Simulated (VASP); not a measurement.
# ZnSe (Stilleite) (F-43m) in VASP: further runs

One crystal, ZnSe (Stilleite), is run at these levels: PBEsol; tasks: relaxation of cell and atoms.

All numbers are computed with VASP 6.6.1; they aren't measurements. Logs are shortened: lines on timing, memory, paths and dates and some standing lists are left out, and cuts for length are marked.

### Step 1. Starting point

It takes space group F-43m (No. 216, cubic). The conventional cell has a = 5.668 Å, b = 5.668 Å, c = 5.668 Å, α = 90.00°, β = 90.00°, γ = 90.00°. Around Zn (site symmetry -43m) lie 4 Se at 2.45 Å. Se (site symmetry -43m) is surrounded by 4 Zn at 2.45 Å.

### Step 2. Relaxation of cell and atoms, PBEsol

Contents of INCAR:

```
PREC = Accurate
ENCUT = 600
EDIFF = 1E-6
ISMEAR = 0
SIGMA = 0.03
LREAL = F
LASPH = T
NELM = 80
ALGO = Normal
ISIF = 3
LWAVE = F
LCHARG = F
GGA = PS
IBRION = 2
NSW = 90
EDIFFG = -0.01
KPAR = 4
```

Contents of KPOINTS:

```
Automatic mesh
0
Gamma
  8 8 8
```

Contents of POSCAR:

```
ZnSe
1.0
    0.0000000000      2.8338000000      2.8338000000
    2.8338000000      0.0000000000      2.8338000000
    2.8338000000      2.8338000000      0.0000000000
Zn Se
1 1
Direct
    0.0000000000      0.0000000000      0.0000000000
    0.2500000000      0.2500000000      0.2500000000
```

Potentials or basis: VASP PAW PBE potentials, release 64 (Zn, Se).

Command:

```
> cat potpaw_PBE.64/Zn/POTCAR potpaw_PBE.64/Se/POTCAR > POTCAR
> mpirun -np 4 vasp_std > vasp.out
```

OUTCAR:

```text
PREC = Accurate
   ENCUT = 600
   EDIFF = 1E-6
   ISMEAR = 0
   LREAL = F
   LASPH = T
   NELM = 80
   ISIF = 3
   GGA = PS
   IBRION = 2
   NSW = 90
   EDIFFG = -0.01

 ion  position               nearest neighbor table
   1  0.000  0.000  0.000-   2 2.45   2 2.45   2 2.45   2 2.45
   2  0.250  0.250  0.250-   1 2.45   1 2.45   1 2.45   1 2.45

  LATTYP: Found a face centered cubic cell.
 ALAT       =     5.6676000000

  Lattice vectors:

 A1 = (   0.0000000000,   2.8338000000,   2.8338000000)
 A2 = (   2.8338000000,   0.0000000000,   2.8338000000)
 A3 = (   2.8338000000,   2.8338000000,   0.0000000000)

Analysis of symmetry for initial positions (statically):
=====================================================================
 Subroutine PRICEL returns:
 Original cell was already a primitive cell.

 Routine SETGRP: Setting up the symmetry group for a
 face centered cubic supercell.

 Subroutine GETGRP returns: Found 24 space group operations
 (whereof 24 operations were pure point group operations)
 out of a pool of 48 trial point group operations.

The static configuration has the point symmetry T_d .

Analysis of symmetry for dynamics (positions and initial velocities):
=====================================================================
 Subroutine PRICEL returns:
 Original cell was already a primitive cell.

 Routine SETGRP: Setting up the symmetry group for a
 face centered cubic supercell.

 Subroutine GETGRP returns: Found 24 space group operations
 (whereof 24 operations were pure point group operations)
 out of a pool of 48 trial point group operations.

The dynamic configuration has the point symmetry T_d .

 Subroutine INISYM returns: Found 24 space group operations
 (whereof 24 operations are pure point group operations),
 and found     1 'primitive' translations

----------------------------------------------------------------------------------------

                                     Primitive cell

  volume of cell :      45.5132

  direct lattice vectors                    reciprocal lattice vectors
     0.000000000  2.833800000  2.833800000    -0.176441527  0.176441527  0.176441527
     2.833800000  0.000000000  2.833800000     0.176441527 -0.176441527  0.176441527
     2.833800000  2.833800000  0.000000000     0.176441527  0.176441527 -0.176441527

  length of vectors
     4.007598393  4.007598393  4.007598393     0.305605690  0.305605690  0.305605690

  position of ions in fractional coordinates (direct lattice)
     0.000000000  0.000000000  0.000000000
     0.250000000  0.250000000  0.250000000

  ion indices of the primitive-cell ions
   primitive index   ion index
                 1           1
                 2           2

----------------------------------------------------------------------------------------

 KPOINTS: Automatic mesh

Automatic generation of k-mesh.
 Grid dimensions read from file:
 generate k-points for:    8    8    8

 Generating k-lattice:

  Cartesian coordinates                     Fractional coordinates (reciprocal lattice)
    -0.022055191  0.022055191  0.022055191     0.125000000  0.000000000  0.000000000
     0.022055191 -0.022055191  0.022055191     0.000000000  0.125000000  0.000000000
     0.022055191  0.022055191 -0.022055191     0.000000000  0.000000000  0.125000000

  Length of vectors
     0.038200711  0.038200711  0.038200711

  Shift w.r.t. Gamma in fractional coordinates (k-lattice)
     0.000000000  0.000000000  0.000000000

 Subroutine IBZKPT returns following result:
 ===========================================

 Found     29 irreducible k-points:

 Following reciprocal coordinates:
            Coordinates               Weight
  0.000000  0.000000  0.000000      1.000000
  0.125000  0.000000  0.000000      8.000000
  0.250000  0.000000  0.000000      8.000000
  0.375000  0.000000  0.000000      8.000000
  0.500000  0.000000  0.000000      4.000000
  0.125000  0.125000  0.000000      6.000000
[... 16 lines left out ...]
  0.500000  0.250000  0.125000     48.000000
 -0.375000  0.250000  0.125000     24.000000
 [... further k-points ...]
   k-points           NKPTS =     29   k-points in BZ     NKDIM =     29   number of bands    NBANDS=     13
   number of dos      NEDOS =    301   number of ions     NIONS =      2
   total plane-waves  NPLWV =  32768
   dimension x,y,z NGX =    32 NGY =   32 NGZ =   32
   dimension x,y,z NGXF=    64 NGYF=   64 NGZF=   64
   ions per type =               1   1
   NGX,Y,Z   is equivalent  to a cutoff of  13.27, 13.27, 13.27 a.u.
   NGXF,Y,Z  is equivalent  to a cutoff of  26.55, 26.55, 26.55 a.u.
 SYSTEM =  unknown system
   PREC   = accura    normal or accurate (medium, high low for compatibility)
   ISTART =      0    job   : 0-new  1-cont  2-samecut
   ICHARG =      2    charge: 1-file 2-atom 10-const
   ISPIN  =      1    spin polarized calculation?
   LNONCOLLINEAR =      F non collinear calculations
   LSORBIT =      F    spin-orbit coupling
   LASPH  =      T    aspherical Exc in radial PAW
   ENCUT  =  600.0 eV  44.10 Ry    6.64 a.u.   8.00  8.00  8.00*2*pi/ulx,y,z
   NELM   =     80;   NELMIN=  2; NELMDL= -5     # of ELM steps
   EDIFF  = 0.1E-05   stopping-criterion for ELM
   LREAL  =      F    real-space projection
   EDIFFG = -.1E-01   stopping-criterion for IOM
   NSW    =     90    number of steps for IOM
   IBRION =      2    ionic relax: 0-MD 1-quasi-New 2-CG
   NFREE  =      1    steps in history (QN), initial steepest desc. (CG)
   ISIF   =      3    stress and relaxation
   ISYM   =      2    0-nonsym 1-usesym 2-fastsym
   POTIM  = 0.5000    time-step for ionic-motion
   TEBEG  =    0.0;   TEEND  =   0.0 temperature during run
   PSTRESS=    0.0 pullay stress
   NELECT =      18.0000    total number of electrons
   NUPDOWN=      -1.0000    fix difference up-down
   EMIN   =  10.00;   EMAX   =-10.00  energy-range for DOS
   EFERMI =   0.00;   METHOD = LEGACY
   ISMEAR =     0;   SIGMA  =   0.03  broadening in eV -4-tet -1-fermi 0-gaus
   EFERMI_NEDOS =   21; number of points for ismear=-14 and -15
   IALGO  =     38    algorithm
   IMIX   =      4    mixing-type and parameters
     AMIX     =   0.40;   BMIX     =  1.00
     AMIX_MAG =   1.60;   BMIX_MAG =  1.00
  volume/ion in A,a.u.               =      22.76       153.57
  Fermi-wavevector in a.u.,A,eV,Ry     =   1.201673  2.270834 19.647073  1.444019
  Thomas-Fermi vector in A             =   2.337476
   LORBIT       =      0    0 simple, 1 ext, 2 COOP (PROOUT), +10 PAW based schemes
   GGA     = PS    functional components
   LHFCALC =     F    Hartree Fock is set to
   AEXX    =    0.0000 exact exchange contribution
   IVDW    =     0    specifies the selected vdW correction
   LEPSILON=     F    determine dielectric tensor
   LRPA    =     F    only Hartree local field effects (RPA)
 conjugate gradient relaxation of ions
 non-spin polarized calculation
 Gauss-broadening in eV      SIGMA  =   0.03
  energy-cutoff  :      600.00
  volume of cell :       45.51
 maximum number of plane-waves:      1540
   NGX = 17   NGY = 17   NGZ = 17

--------------------------------------- Ionic step        1  -------------------------------------------

 number of electron      17.9999991 magnetization

 Free energy of the ion-electron system (eV)
  ---------------------------------------------------
  ext. energy  EPLUGINS =         0.00000000
  ---------------------------------------------------
  free energy    TOTEN  =        -6.77138296 eV

  energy without entropy =       -6.77138296  energy(sigma->0) =       -6.77138296

------------------------ aborting loop because EDIFF is reached ----------------------------------------

  FORCE on cell =-STRESS in cart. coord.  units (eV):
  Direction    XX          YY          ZZ          XY          YZ          ZX
  --------------------------------------------------------------------------------------
  -------------------------------------------------------------------------------------
  Total       -0.2581473     -0.2581473     -0.2581473     -0.0000000      0.0000000     -0.0000000
  in kB       -9.0874185     -9.0874185     -9.0874185     -0.0000000      0.0000000     -0.0000000
  external PRESSURE =      -9.0874185 kB  Pullay stress =       0.0000000 kB

 VOLUME and BASIS-vectors are now :
 -----------------------------------------------------------------------------
  energy-cutoff  :      600.00
  volume of cell :       45.51
      direct lattice vectors                 reciprocal lattice vectors
     0.000000000  2.833800000  2.833800000    -0.176441527  0.176441527  0.176441527
     2.833800000  0.000000000  2.833800000     0.176441527 -0.176441527  0.176441527
     2.833800000  2.833800000  0.000000000     0.176441527  0.176441527 -0.176441527
[... 37 lines left out ...]
 POSITION                                       TOTAL-FORCE (eV/Angst)
 -----------------------------------------------------------------------------------
      5.63231      2.81615      2.81615        -0.000000     -0.000000      0.000000
      1.40808      1.40808      1.40808         0.000000      0.000000     -0.000000
 -----------------------------------------------------------------------------------
    total drift:                                0.000000      0.000000      0.000000

  FREE ENERGIE OF THE ION-ELECTRON SYSTEM (eV)
  ---------------------------------------------------
  free  energy   TOTEN  =        -6.7730713437 eV

  energy  without entropy=       -6.7730713437  energy(sigma->0) =       -6.77307134

--------------------------------------- Ionic step        3  -------------------------------------------

 number of electron      17.9999986 magnetization

 Free energy of the ion-electron system (eV)
  ---------------------------------------------------
  ext. energy  EPLUGINS =         0.00000000
  ---------------------------------------------------
  free energy    TOTEN  =        -6.77324114 eV

  energy without entropy =       -6.77324114  energy(sigma->0) =       -6.77324114

 E-fermi :   1.7391     XC(G=0):  -9.5897

 val. band max:        1.6082360560   @ k =   0.0000   0.0000   0.0000
 cond. band min:       2.8344949657   @ k =   0.0000   0.0000   0.0000
 fundamental gap:      1.2262589097
 Fermi energy:         1.7390871929

 k-point     1 :       0.0000    0.0000    0.0000
  band No.  band energies     occupation
      1     -11.7685      2.00000
      2      -5.0013      2.00000
      3      -5.0013      2.00000
      4      -5.0013      2.00000
      5      -4.6170      2.00000
      6      -4.6170      2.00000
      7       1.6082      2.00000
      8       1.6082      2.00000
      9       1.6082      2.00000
     10       2.8345      0.00000
     11       7.3353      0.00000
     12       7.3353      0.00000
     13       7.3353      0.00000

 k-point     2 :       0.1250    0.0000    0.0000
  band No.  band energies     occupation
      1     -11.6642      2.00000
      2      -4.9964      2.00000
      3      -4.9848      2.00000
      4      -4.9848      2.00000
      5      -4.6185      2.00000
      6      -4.6185      2.00000
      7       0.2489      2.00000
      8       1.4502      2.00000
      9       1.4502      2.00000
     10       3.8445      0.00000
     11       7.2726      0.00000
[... 339 lines left out ...]
 k-point    24 :      -0.3750    0.2500    0.1250
  band No.  band energies     occupation
      1     -10.8096      2.00000
      2      -4.8969      2.00000
      3      -4.8562      2.00000
      4      -4.6529      2.00000
      5      -4.6102      2.00000
      6      -4.4010      2.00000
      7      -3.4113      2.00000
      8      -0.8845      2.00000
      9       0.0901      2.00000
     10       5.8074      0.00000
     11       7.0234      0.00000
     12       8.9811      0.00000
     13      10.2159      0.00000

 [... further k-points ...]

------------------------ aborting loop because EDIFF is reached ----------------------------------------

  FORCE on cell =-STRESS in cart. coord.  units (eV):
  Direction    XX          YY          ZZ          XY          YZ          ZX
  --------------------------------------------------------------------------------------
  -------------------------------------------------------------------------------------
  Total        0.0026510      0.0026510      0.0026510     -0.0000000      0.0000000     -0.0000000
  in kB        0.0946313      0.0946313      0.0946313     -0.0000000      0.0000000     -0.0000000
  external PRESSURE =       0.0946313 kB  Pullay stress =       0.0000000 kB

 VOLUME and BASIS-vectors are now :
 -----------------------------------------------------------------------------
  energy-cutoff  :      600.00
  volume of cell :       44.88
      direct lattice vectors                 reciprocal lattice vectors
    -0.000000000  2.820664609  2.820664609    -0.177263188  0.177263188  0.177263188
     2.820664609  0.000000000  2.820664609     0.177263188 -0.177263188  0.177263188
     2.820664609  2.820664609 -0.000000000     0.177263188  0.177263188 -0.177263188

 POSITION                                       TOTAL-FORCE (eV/Angst)
 -----------------------------------------------------------------------------------
     -0.00000      0.00000      0.00000        -0.000000     -0.000000     -0.000000
      1.41033      1.41033      1.41033         0.000000      0.000000      0.000000
 -----------------------------------------------------------------------------------
    total drift:                                0.000001      0.000001      0.000000

  FREE ENERGIE OF THE ION-ELECTRON SYSTEM (eV)
  ---------------------------------------------------
  free  energy   TOTEN  =        -6.7732411403 eV

  energy  without entropy=       -6.7732411403  energy(sigma->0) =       -6.77324114

 reached required accuracy - stopping structural energy minimisation
```

It took 15 s on 4 MPI ranks of Intel Xeon Platinum 8259CL at 2.50GHz (Skylake/Cascade Lake), shared host; peak memory 0.19 GiB.

Results:

- Free energy: -6.7732 eV
- Relaxed volume: 22.44 Å³/atom
- Relaxed cell: a = 3.989 Å, b = 3.989 Å, c = 3.989 Å, α = 60.00°, β = 60.00°, γ = 60.00°
- Space group after relaxing (to 0.05 Å): F-43m (No. 216)
- Energy gained by relaxing: 0.9 meV/atom
- Ionic steps: 3
- Pressure after relaxing: 0.0 GPa
- Band gap on the k mesh: 1.23 eV, direct

The path:
```tsv
step	energy change (eV)	largest force (eV/Å)	pressure (GPa)	volume (Å³)
1	0.0000	0.0000	-0.91	45.51
2	-0.0017	0.0000	0.45	44.67
3	-0.0019	0.0000	0.01	44.88
```

Final structure:
```yaml
crystal:
  lattice:
    - [0.00000, 2.82066, 2.82066]
    - [2.82066, 0.00000, 2.82066]
    - [2.82066, 2.82066, 0.00000]
  atoms:
    - { symbol: Zn, position: [0.00000, 0.00000, 0.00000] }
    - { symbol: Se, position: [0.25000, 0.25000, 0.25000] }
```

Levels at points of the mesh, in eV from the valence-band top:
| k point | band 6 | band 7 | band 8 | band 9 | band 10 | band 11 | band 12 | band 13 |
| --- | --- | --- | --- | --- | --- | --- | --- | --- |
| (0.00, 0.00, 0.00) | -6.23 | 0.00 | 0.00 | 0.00 | 1.23 | 5.73 | 5.73 | 5.73 |
| (0.50, 0.00, 0.00) | -6.06 | -5.37 | -0.90 | -0.90 | 2.47 | 6.30 | 6.30 | 8.44 |
| (0.50, 0.50, 0.00) | -6.04 | -4.85 | -2.26 | -2.26 | 2.81 | 3.37 | 10.71 | 11.27 |

Caveat: the PAW data sets were made with another functional, which shifts forces and pressure a little. As with any semilocal functional, this PBEsol gap is likely too small.

### Step 3. Relaxation of cell and atoms, PBEsol

This run uses another cell than the first one, of 22.44 Å³/atom, 0.986 times its volume.

Edit INCAR of step 2 so:

```diff
@@ -2,3 +2,3 @@
 ENCUT = 600
-EDIFF = 1E-6
+EDIFF = 1E-7
 ISMEAR = 0
@@ -15,3 +15,3 @@
 NSW = 90
-EDIFFG = -0.01
+EDIFFG = -0.005
 KPAR = 4
```

KPOINTS is that of step 2.

Contents of POSCAR:

```
ZnSe                                    
1.0
   -0.0000000000      2.8206646089      2.8206646089
    2.8206646089      0.0000000000      2.8206646089
    2.8206646089      2.8206646089     -0.0000000000
  Zn              Se            
     1     1
Direct
     0.0000000000000000    0.0000000000000000    0.0000000000000000
     0.2500000000000000    0.2500000000000000    0.2500000000000000
```

Potentials or basis: VASP PAW PBE potentials, release 64 (Zn, Se).

Command:

```
> cat potpaw_PBE.64/Zn/POTCAR potpaw_PBE.64/Se/POTCAR > POTCAR
> mpirun -np 4 vasp_std > vasp.out
```

OUTCAR:

```text
PREC = Accurate
   ENCUT = 600
   EDIFF = 1E-7
   ISMEAR = 0
   LREAL = F
   LASPH = T
   NELM = 80
   ISIF = 3
   GGA = PS
   IBRION = 2
   NSW = 90
   EDIFFG = -0.005

 ion  position               nearest neighbor table
   1  0.000  0.000  0.000-   2 2.44   2 2.44   2 2.44   2 2.44
   2  0.250  0.250  0.250-   1 2.44   1 2.44   1 2.44   1 2.44

  LATTYP: Found a face centered cubic cell.
 ALAT       =     5.6413292178

[... 576 lines left out ...]

  FORCE on cell =-STRESS in cart. coord.  units (eV):
  Direction    XX          YY          ZZ          XY          YZ          ZX
  --------------------------------------------------------------------------------------
  -------------------------------------------------------------------------------------
  Total       -0.0086879     -0.0086879     -0.0086879      0.0000000     -0.0000000      0.0000000
  in kB       -0.3101264     -0.3101264     -0.3101264      0.0000000     -0.0000000      0.0000000
  external PRESSURE =      -0.3101264 kB  Pullay stress =       0.0000000 kB

 VOLUME and BASIS-vectors are now :
 -----------------------------------------------------------------------------
  energy-cutoff  :      600.00
  volume of cell :       44.88
      direct lattice vectors                 reciprocal lattice vectors
     0.000000000  2.820664609  2.820664609    -0.177263188  0.177263188  0.177263188
     2.820664609  0.000000000  2.820664609     0.177263188 -0.177263188  0.177263188
     2.820664609  2.820664609  0.000000000     0.177263188  0.177263188 -0.177263188

 POSITION                                       TOTAL-FORCE (eV/Angst)
 -----------------------------------------------------------------------------------
      0.00000      0.00000      0.00000         0.000000      0.000000     -0.000000
      1.41033      1.41033      1.41033        -0.000000     -0.000000      0.000000
 -----------------------------------------------------------------------------------
    total drift:                                0.000001      0.000001      0.000000

  FREE ENERGIE OF THE ION-ELECTRON SYSTEM (eV)
  ---------------------------------------------------
  free  energy   TOTEN  =        -6.7731357521 eV

  energy  without entropy=       -6.7731357521  energy(sigma->0) =       -6.77313575

 reached required accuracy - stopping structural energy minimisation
```

OSZICAR:

```text
N       E                     dE             d eps       ncg     rms          rms(c)
DAV:   1     0.930177459649E+02    0.93018E+02   -0.98230E+03   754   0.175E+03
DAV:   2    -0.700484240125E+00   -0.93718E+02   -0.88610E+02   809   0.298E+02
DAV:   3    -0.701012271181E+01   -0.63096E+01   -0.62735E+01   924   0.746E+01
DAV:   4    -0.707783660219E+01   -0.67714E-01   -0.67693E-01   829   0.825E+00
DAV:   5    -0.707818630535E+01   -0.34970E-03   -0.34970E-03   909   0.576E-01    0.479E+00
DAV:   6    -0.679231643466E+01    0.28587E+00   -0.81760E-01   956   0.337E+01    0.372E+00
DAV:   7    -0.677558944550E+01    0.16727E-01   -0.22381E-01   824   0.492E+00    0.161E+00
DAV:   8    -0.677333828436E+01    0.22512E-02   -0.38873E-03   894   0.678E-01    0.470E-01
DAV:   9    -0.677309099561E+01    0.24729E-03   -0.76853E-04   907   0.466E-01    0.667E-02
DAV:  10    -0.677313758251E+01   -0.46587E-04   -0.21711E-04   896   0.218E-01    0.221E-02
DAV:  11    -0.677313564576E+01    0.19368E-05   -0.29285E-05   939   0.863E-02    0.452E-03
DAV:  12    -0.677313573929E+01   -0.93539E-07   -0.79556E-06   872   0.224E-02    0.207E-03
DAV:  13    -0.677313575209E+01   -0.12793E-07   -0.67535E-07   844   0.107E-02
   1 F= -.67731358E+01 E0= -.67731358E+01  d E =-.677314E+01
```

Wall time 6.7 s (4 MPI ranks of Intel Xeon Platinum 8259CL at 2.50GHz (Skylake/Cascade Lake), shared host); peak memory 0.18 GiB.

What came out:

* Free energy: -6.7731 eV
* Pressure after relaxing: 0.0 GPa
* Band gap on the k mesh: 1.23 eV, direct

Final structure:
```
Zn Se
1.0
     0.00000    2.82066    2.82066
     2.82066    0.00000    2.82066
     2.82066    2.82066    0.00000
Zn Se
1 1
Direct
  0.00000 0.00000 0.00000
  0.25000 0.25000 0.25000
```

Caveat: the relaxation stopped at its first step, so nothing moved; the PAW data sets were made with another functional, which shifts forces and pressure a little. As with any semilocal functional, this PBEsol gap is likely too small.
